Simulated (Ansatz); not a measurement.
**armchair graphene nanoribbon (N = 4, H edges): bands under strain**

Aim: is the armchair graphene nanoribbon (N = 4, H edges) a metal or a semiconductor?

Method: DFT PBE, plane waves, PAW; relaxation of a wire's period, in the first sound run; inputs show where later runs differ, in Ansatz 0.2.0.

Report form: the programs' logs are mostly left out.

### 1. Set-up

The cell holds 12 atoms: 8 C and 4 H. Cell: a = 12.543 Å, b = 7.000 Å, c = 4.260 Å, α = 90.0°, β = 90.0°, γ = 90.0°. Vacuum lies along a and b. The structure's axis is c.

### 2. Relaxation of atoms and period

Band widths follow the bond lengths, so the wire is relaxed first. The atoms and the third cell vector are free; the box across stays fixed as vacuum. A Fermi-Dirac smearing is set since the result may be a metal. The pressure printed is a third of the stress's trace over the whole box, vacuum included; only the stress along the axis is relaxed.

File input.yaml:

```yaml
crystal:
  lattice:
    - [12.543, 0.0, 0.0]
    - [0.0, 7.0, 0.0]
    - [0.0, 0.0, 4.26]
  atoms:
    - { symbol: C, position: [0.352917738, 0.5, 0.0] }
    - { symbol: C, position: [0.549004172, 0.5, 0.0] }
    - { symbol: C, position: [0.352917738, 0.5, 0.333333333] }
    - { symbol: C, position: [0.549004172, 0.5, 0.333333333] }
    - { symbol: H, position: [0.720925025, 0.5, 0.374413146] }
    - { symbol: H, position: [0.279040102, 0.5, 0.458920188] }
    - { symbol: C, position: [0.450960955, 0.5, 0.5] }
    - { symbol: C, position: [0.647047389, 0.5, 0.5] }
    - { symbol: C, position: [0.450960955, 0.5, 0.833333333] }
    - { symbol: C, position: [0.647047389, 0.5, 0.833333333] }
    - { symbol: H, position: [0.279040102, 0.5, 0.874413146] }
    - { symbol: H, position: [0.720925025, 0.5, 0.958920188] }
kpoints:
  mp_grid: { grid: [1, 1, 19] }
scf:
  occupations: { method: fermi_dirac, width: 0.05 }
hamiltonian:
  xc: pbe
relax:
  cell: { fix: [a, b, alpha, beta, gamma] }
  max_steps: 45
  f_tol: 0.03
```

Command:

```bash
> ansatz run input.yaml --threads 4 --pin off --max-ram 16384MiB --backend cpu --events-out ev --progress --plain --runs-dir out
```

It took 9.1 s on 4 threads of Arm Neoverse V1, shared host; peak memory 0.67 GiB; 33 s of CPU time.

Relaxation path:

```
step  energy less that of the first step (eV)  largest force component (eV/Å)  pressure (GPa)  volume (Å³)
   1                                   0.0000                          2.6294            0.26       374.03
   2                                  -0.2170                          0.8073            0.05       379.06
   3                                  -0.2324                          0.0689            0.07       379.46
   4                                  -0.2326                          0.0148            0.02       379.64
  5*                                  -0.2372                          0.0150            0.03       379.64
```

Relaxation steps marked * repeat the geometry before them on a plane-wave basis chosen anew for their cell, so energy and pressure can jump there.

The run keeps the 8 symmetry operations that it works with, so distortions that break them were not tested.

```csv
cell as run,before,after,change
c (Å),4.260,4.324,+1.5 %
```

The atoms that moved most (Å, along periodic axes as changes of fractional coordinates times the final cell, across vacuum about the mean position):

| atom | dx | dy | dz | length |
| --- | --- | --- | --- | --- |
| H12 | 0.010 | 0.000 | -0.067 | 0.068 |
| H6 | -0.010 | 0.000 | -0.067 | 0.068 |
| H5 | 0.010 | 0.000 | 0.067 | 0.068 |
| H11 | -0.010 | 0.000 | 0.067 | 0.068 |
| C1 | 0.023 | 0.000 | 0.036 | 0.043 |
| C8 | -0.023 | 0.000 | 0.036 | 0.043 |
| C10 | -0.023 | 0.000 | -0.036 | 0.043 |
| C3 | 0.023 | 0.000 | -0.036 | 0.043 |

This step gave:

```yaml
cell_length_along_the_wire: 4.324 Å
```

The cell's length comes to 4.324 Å with spin left out.

### 3. The perfect wire

This step: DFT PBE, plane waves, PAW; bands of a perfect wire (Ansatz 0.2.0).

At the relaxed period the bands are computed along the axis; those that cross an energy going forward count the channels that a perfect wire would open there.

File input.yaml:

```yaml
crystal:
  lattice:
    - [12.543, 0.0, 0.0]
    - [0.0, 7.0, 0.0]
    - [0.0, 0.0, 4.3239172324]
  atoms:
    - { symbol: C, position: [0.35476537, 0.5, 0.008241354] }
    - { symbol: C, position: [0.548981202, 0.5, 0.999360838] }
    - { symbol: C, position: [0.35476537, 0.5, 0.32509198] }
    - { symbol: C, position: [0.548981202, 0.5, 0.333972495] }
    - { symbol: H, position: [0.721757959, 0.5, 0.389844946] }
    - { symbol: H, position: [0.278207168, 0.5, 0.443488387] }
    - { symbol: C, position: [0.450983925, 0.5, 0.499360838] }
    - { symbol: C, position: [0.645199757, 0.5, 0.508241354] }
    - { symbol: C, position: [0.450983925, 0.5, 0.833972495] }
    - { symbol: C, position: [0.645199757, 0.5, 0.82509198] }
    - { symbol: H, position: [0.278207168, 0.5, 0.889844946] }
    - { symbol: H, position: [0.721757959, 0.5, 0.943488387] }
kpoints:
  mp_grid: { grid: [1, 1, 19] }
  band_path: { path: ["Γ", Z], npoints: 90 }
scf:
  occupations: { method: fermi_dirac, width: 0.05 }
hamiltonian:
  xc: pbe
output:
  dos: { e_range: [-5, 4] }
  write_potential: true
  write_density: true
  volumetric_format: npy
```

Wall time 10 s (4 threads); peak memory 0.82 GiB; 39 s of CPU time.

Numbers from this step:

```
band gap : 2.457 eV
```

Electronic bands along the path, in eV, zero at the Fermi level:

```csv
point,band 15,band 16,band 17,band 18,band 19,band 20,band 21,band 22
Γ,-4.13,-3.47,-1.40,-1.24,1.22,1.33,2.74,3.35
halfway,-4.17,-4.01,-3.00,-1.83,1.63,3.08,3.22,3.83
Z,-4.96,-4.96,-3.01,-3.01,2.67,2.67,4.64,4.64
```

The gap is 2.46 eV, with spin left out.

On this path the gap is direct, 2.46 eV, with the valence top at Γ and the conduction bottom at Γ.

### 4. At a strained period, period over the relaxed period 0.96, k-mesh 1×1×15

This step: DFT PBE, plane waves, PAW; relaxation at a fixed period (Ansatz 0.2.0).

The period is set to 0.96 times the relaxed one and the atoms relax within it: strain changes bond lengths and angles, which shifts the bands against each other. Against the first PBE run of this kind, the mesh along the wire has 15 points against 19.

The cell differs from the one that the last finished run ended in (c 4.324 → 4.151 Å).

Changes to input.yaml since step 3:

```diff
@@ -4,3 +4,3 @@
     - [0.0, 7.0, 0.0]
-    - [0.0, 0.0, 4.3239172324]
+    - [0.0, 0.0, 4.1509605432]
   atoms:
@@ -19,3 +19,3 @@
 kpoints:
-  mp_grid: { grid: [1, 1, 19] }
+  mp_grid: { grid: [1, 1, 15] }
   band_path: { path: ["Γ", Z], npoints: 90 }
@@ -25,6 +25,6 @@
   xc: pbe
+relax:
+  max_steps: 40
+  f_tol: 0.02
 output:
-  dos: { e_range: [-5, 4] }
-  write_potential: true
-  write_density: true
-  volumetric_format: npy
+  stress: true
```

Wall time 13 s (4 threads); peak memory 0.84 GiB; 51 s of CPU time.

Relaxation path:

```
step  energy less that of the first step (eV)  largest force component (eV/Å)
   1                                   0.0000                          1.8380
   2                                  -0.1057                          0.4467
   3                                  -0.1171                          0.1150
   4                                  -0.1173                          0.0449
   5                                  -0.1175                          0.0016
```

The run keeps the 8 symmetry operations that it works with, so distortions that break them were not tested.

The atoms that moved most (Å):

| atom | dx | dy | dz | length |
| --- | --- | --- | --- | --- |
| H12 | 0.011 | 0.000 | 0.051 | 0.053 |
| H6 | -0.011 | 0.000 | 0.051 | 0.053 |
| H5 | 0.011 | 0.000 | -0.051 | 0.053 |
| H11 | -0.011 | 0.000 | -0.051 | 0.053 |
| C1 | -0.023 | 0.000 | -0.017 | 0.029 |
| C8 | 0.023 | 0.000 | -0.017 | 0.029 |
| C3 | -0.023 | 0.000 | 0.017 | 0.029 |
| C10 | 0.023 | 0.000 | 0.017 | 0.029 |

The relaxed structure:

```xyz
12
Lattice="12.5430 0.0000 0.0000 0.0000 7.0000 0.0000 0.0000 0.0000 4.1510" Properties=species:S:1:pos:R:3
C     4.4264    3.5000    0.0175
C     6.8892    3.5000    4.1411
C     4.4264    3.5000    1.3662
C     6.8892    3.5000    1.3936
H     9.0639    3.5000    1.5669
H     3.4787    3.5000    1.8923
C     5.6534    3.5000    2.0656
C     8.1161    3.5000    2.0929
C     5.6534    3.5000    3.4690
C     8.1161    3.5000    3.4417
H     3.4787    3.5000    3.6423
H     9.0639    3.5000    3.9677
```

Numbers from this step:

```yaml
band_gap: 2.398 eV
```

The electronic bands at the labelled points (eV, zero at the Fermi level):

```
  point  band 15  band 16  band 17  band 18  band 19  band 20  band 21  band 22
      Γ    -4.09    -3.62    -1.50    -1.20     1.20     1.49     2.56     3.14
halfway    -4.36    -4.28    -3.03    -2.01     1.58     3.08     3.19     3.67
      Z    -5.15    -5.15    -3.22    -3.22     2.53     2.53     4.62     4.62
```

The gap is 2.40 eV, against 2.46 eV under PBE at the relaxed period.

### 5. Strain along the wire, period over the relaxed period 0.98, k-mesh 1×1×15

The period is set to 0.98 times the relaxed one and the atoms relax within it: strain changes bond lengths and angles, which shifts the bands against each other. Against the first PBE run of this kind, the mesh along the wire has 15 points against 19.

The cell differs from the one that the last finished run ended in (c 4.151 → 4.237 Å).

Changes to input.yaml since step 4:

```diff
@@ -4,3 +4,3 @@
     - [0.0, 7.0, 0.0]
-    - [0.0, 0.0, 4.1509605432]
+    - [0.0, 0.0, 4.2374388878]
   atoms:
```

It took 12 s on 4 threads; peak memory 0.86 GiB.

Relaxation path:

| step | energy less that of the first step (eV) | largest force component (eV/Å) |
| --- | --- | --- |
| 1 | 0.0000 | 0.8061 |
| 2 | -0.0249 | 0.2095 |
| 3 | -0.0276 | 0.0490 |
| 4 | -0.0277 | 0.0090 |

Forces are held to the 8 operations that the run works with; a distortion that breaks them can't arise in this run.

The atoms that moved most (Å):

```
atom      dx     dy      dz  length
  H6  -0.005  0.000   0.028   0.028
 H12   0.005  0.000   0.028   0.028
 H11  -0.005  0.000  -0.028   0.028
  H5   0.005  0.000  -0.028   0.028
  C1  -0.012  0.000  -0.008   0.014
  C8   0.012  0.000  -0.008   0.014
  C3  -0.012  0.000   0.008   0.014
 C10   0.012  0.000   0.008   0.014
```

Final coordinates:

```xyz
12
Lattice="12.5430 0.0000 0.0000 0.0000 7.0000 0.0000 0.0000 0.0000 4.2374" Properties=species:S:1:pos:R:3
C     4.4382    3.5000    0.0264
C     6.8873    3.5000    4.2315
C     4.4382    3.5000    1.3861
C     6.8873    3.5000    1.4184
H     9.0578    3.5000    1.6244
H     3.4848    3.5000    1.9068
C     5.6553    3.5000    2.1128
C     8.1043    3.5000    2.1451
C     5.6553    3.5000    3.5371
C     8.1043    3.5000    3.5048
H     3.4848    3.5000    3.7432
H     9.0578    3.5000    4.0255
```

The gap is 2.51 eV, against 2.46 eV under PBE at the relaxed period.

### 6. At a strained period, period over the relaxed period 1.02, k-mesh 1×1×14

The period is set to 1.02 times the relaxed one and the atoms relax within it: strain changes bond lengths and angles, which shifts the bands against each other. Against the first PBE run of this kind, the mesh along the wire has 14 points against 19.

The cell differs from the one that the last finished run ended in (c 4.237 → 4.410 Å).

Changes to input.yaml since step 5:

```diff
@@ -4,3 +4,3 @@
     - [0.0, 7.0, 0.0]
-    - [0.0, 0.0, 4.2374388878]
+    - [0.0, 0.0, 4.4103955771]
   atoms:
@@ -19,3 +19,3 @@
 kpoints:
-  mp_grid: { grid: [1, 1, 15] }
+  mp_grid: { grid: [1, 1, 14] }
   band_path: { path: ["Γ", Z], npoints: 90 }
```

The job ended after 13 s (4 threads; peak memory 0.88 GiB; 49 s of CPU time).

Step by step:

| step | energy less that of the first step (eV) | largest force component (eV/Å) |
| --- | --- | --- |
| 1 | 0.0000 | 0.6485 |
| 2 | -0.0216 | 0.2049 |
| 3 | -0.0238 | 0.0304 |
| 4 | -0.0238 | 0.0092 |

Forces are held to the 8 operations that the run works with; a distortion that breaks them can't arise in this run.

The atoms that moved most (Å):

| atom | dx | dy | dz | length |
| --- | --- | --- | --- | --- |
| H5 | -0.005 | 0.000 | 0.028 | 0.028 |
| H11 | 0.005 | 0.000 | 0.028 | 0.028 |
| H6 | 0.005 | 0.000 | -0.028 | 0.028 |
| H12 | -0.005 | 0.000 | -0.028 | 0.028 |
| C10 | -0.011 | 0.000 | -0.009 | 0.014 |
| C3 | 0.011 | 0.000 | -0.009 | 0.014 |
| C8 | -0.011 | 0.000 | 0.009 | 0.014 |
| C1 | 0.011 | 0.000 | 0.009 | 0.014 |

The relaxed structure:

```cif
data_structure
_symmetry_space_group_name_H-M 'P 1'
_symmetry_Int_Tables_number 1
_cell_length_a 12.5430
_cell_length_b 7.0000
_cell_length_c 4.4104
_cell_angle_alpha 90.000
_cell_angle_beta 90.000
_cell_angle_gamma 90.000
_cell_volume 387.24
loop_
_atom_site_label
_atom_site_type_symbol
_atom_site_fract_x
_atom_site_fract_y
_atom_site_fract_z
_atom_site_occupancy
C1 C 0.35562 0.50000 0.01026 1
C2 C 0.54890 0.50000 0.99974 1
C3 C 0.35562 0.50000 0.32307 1
C4 C 0.54890 0.50000 0.33360 1
H5 H 0.72138 0.50000 0.39613 1
H6 H 0.27859 0.50000 0.43720 1
C7 C 0.45106 0.50000 0.49974 1
C8 C 0.64434 0.50000 0.51026 1
C9 C 0.45106 0.50000 0.83360 1
C10 C 0.64434 0.50000 0.82307 1
H11 H 0.27859 0.50000 0.89613 1
H12 H 0.72138 0.50000 0.93720 1
```

Electronic bands along the path, in eV, zero at the Fermi level:

| point | band 15 | band 16 | band 17 | band 18 | band 19 | band 20 | band 21 | band 22 |
| --- | --- | --- | --- | --- | --- | --- | --- | --- |
| Γ | -4.18 | -3.44 | -1.55 | -1.17 | 1.19 | 1.22 | 2.77 | 3.39 |
| halfway | -4.09 | -3.94 | -3.03 | -1.79 | 1.60 | 2.96 | 3.23 | 3.84 |
| Z | -4.92 | -4.92 | -2.96 | -2.96 | 2.67 | 2.67 | 4.60 | 4.60 |

The gap is 2.36 eV, against 2.46 eV under PBE at the relaxed period.

### 7. Strain along the wire, period over the relaxed period 1.04, k-mesh 1×1×14

The period is set to 1.04 times the relaxed one and the atoms relax within it: strain changes bond lengths and angles, which shifts the bands against each other. Against the first PBE run of this kind, the mesh along the wire has 14 points against 19.

The cell differs from the one that the last finished run ended in (c 4.410 → 4.497 Å).

Changes to input.yaml since step 6:

```diff
@@ -4,3 +4,3 @@
     - [0.0, 7.0, 0.0]
-    - [0.0, 0.0, 4.4103955771]
+    - [0.0, 0.0, 4.4968739217]
   atoms:
```

Wall time 15 s (4 threads); peak memory 0.89 GiB.

Relaxation path:

```csv
step,energy less that of the first step (eV),largest force component (eV/Å)
1,0.0000,1.1204
2,-0.0819,0.3815
3,-0.0901,0.0451
4,-0.0902,0.0279
5,-0.0902,0.0041
```

The run keeps the 8 symmetry operations that it works with, so distortions that break them were not tested.

The atoms that moved most (Å):

| atom | dx | dy | dz | length |
| --- | --- | --- | --- | --- |
| H11 | 0.008 | 0.000 | 0.058 | 0.059 |
| H5 | -0.008 | 0.000 | 0.058 | 0.059 |
| H6 | 0.008 | 0.000 | -0.058 | 0.059 |
| H12 | -0.008 | 0.000 | -0.058 | 0.059 |
| C10 | -0.021 | 0.000 | -0.018 | 0.028 |
| C3 | 0.021 | 0.000 | -0.018 | 0.028 |
| C8 | -0.021 | 0.000 | 0.018 | 0.028 |
| C1 | 0.021 | 0.000 | 0.018 | 0.028 |

Final coordinates:

```xyz
12
Lattice="12.5430 0.0000 0.0000 0.0000 7.0000 0.0000 0.0000 0.0000 4.4969" Properties=species:S:1:pos:R:3
C     4.4710    3.5000    0.0548
C     6.8845    3.5000    4.4966
C     4.4710    3.5000    1.4442
C     6.8845    3.5000    1.4993
H     9.0448    3.5000    1.8112
H     3.4977    3.5000    1.9362
C     5.6581    3.5000    2.2481
C     8.0716    3.5000    2.3032
C     5.6581    3.5000    3.7477
C     8.0716    3.5000    3.6926
H     3.4977    3.5000    4.0597
H     9.0448    3.5000    4.1846
```

The gap is 2.21 eV, against 2.46 eV under PBE at the relaxed period.

### 8. Strain along the wire, period over the relaxed period 1.06, k-mesh 1×1×14

The period is set to 1.06 times the relaxed one and the atoms relax within it: strain changes bond lengths and angles, which shifts the bands against each other. Against the first PBE run of this kind, the mesh along the wire has 14 points against 19.

The cell differs from the one that the last finished run ended in (c 4.497 → 4.583 Å).

Changes to input.yaml since step 7:

```diff
@@ -4,3 +4,3 @@
     - [0.0, 7.0, 0.0]
-    - [0.0, 0.0, 4.4968739217]
+    - [0.0, 0.0, 4.5833522664]
   atoms:
```

The job ended after 14 s (4 threads; peak memory 0.9 GiB; 52 s of CPU time).

The gap is 2.04 eV, against 2.46 eV under PBE at the relaxed period.

### 9. The series together

Times are for 4 threads of Arm Neoverse V1, shared host. The runs compared:

| no. | period over the relaxed period | k-mesh | free energy less the lowest (eV) | pressure (GPa) | band gap (eV) | time | memory (GiB) |
| --- | --- | --- | --- | --- | --- | --- | --- |
| 1 | 0.96 | 1×1×15 | 0.2499 | 2.368 | 2.398 | 13 s | 0.84 |
| 2 | 0.98 | 1×1×15 | 0.006962 | 1.131 | 2.511 | 12 s | 0.86 |
| 3 | 1.02 | 1×1×14 | 0 | -0.9428 | 2.360 | 13 s | 0.88 |
| 4 | 1.04 | 1×1×14 | 0.2018 | -1.815 | 2.209 | 15 s | 0.89 |
| 5 | 1.06 | 1×1×14 | 0.5207 | -2.580 | 2.039 | 14 s | 0.90 |

### 10. Outcome

| Item | Value |
| --- | --- |
| cell length, PBE | 4.324 Å |
| gap, PBE | 2.46 eV |
| gap, period scaled by 0.96 | 2.40 eV |
| gap, period scaled by 0.98 | 2.51 eV |
| gap, period scaled by 1.02 | 2.36 eV |
| gap, period scaled by 1.04 | 2.21 eV |
| gap, period scaled by 1.06 | 2.04 eV |

**Reading.** Under PBE the cell's length is 4.32 Å, and a gap of 2.46 eV makes it a semiconductor. Strain matters: under PBE the gap goes from 2.46 eV to 2.40 eV at 0.96 times the period, 2.51 eV at 0.98 times the period, 2.36 eV at 1.02 times the period, 2.21 eV at 1.04 times the period and 2.04 eV at 1.06 times the period.

[Logs are printed without paths, hosts, clocks, repeated set-up lines and the standing remarks that a program may print on its own settings, such as how far it seeks lower states.]

[Hosts, paths, dates, database ids (printed as entryN), source tags and the programs' standing remarks are cut or masked in the printed files.]
